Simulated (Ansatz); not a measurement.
# Formation energy of HfC in the zincblende structure

Level of theory: DFT, r²SCAN, scalar-relativistic, no spin polarisation; plane waves to 500 eV with PAW datasets (Ansatz 0.2.0), Γ-centred 12×12×12 mesh, 0.05 eV Gaussian smearing. The datasets are Ansatz's generated set soft_2.

The start was a prototype's sites filled with these elements, not a measured cell.

Symmetry: F-43m, No. 216, cubic system. The conventional cell has a = 5.025 Å, b = 5.025 Å, c = 5.025 Å, α = 90.00°, β = 90.00°, γ = 90.00°. Hf (site symmetry -43m) has 4 C at 2.18 Å as nearest neighbours. C (site symmetry -43m) has 4 Hf at 2.18 Å as nearest neighbours. (Shells end 15 % past the nearest neighbour.)

The elements were computed in their standard states with the same datasets, cutoff and functional. Absolute energies hang on the potentials; compare differences alone.

Energy of the relaxed cell (2 atoms, smearing extrapolated to zero): -15985.639 eV. Elements, in eV/atom: Hf -15733.062, C -251.670.

What is the formation energy?

[-15985.639 − (1 × -15733.062 + 1 × -251.670)] / 2 = -0.45 eV/atom, or -44 kJ per mole of atoms.

The value is for 0 K, without zero-point energy. A negative value shows stability against the elements alone, not against other compounds or structures.

 Scalar-relativistic only: spin–orbit splittings of the heavy atoms' levels are missing.
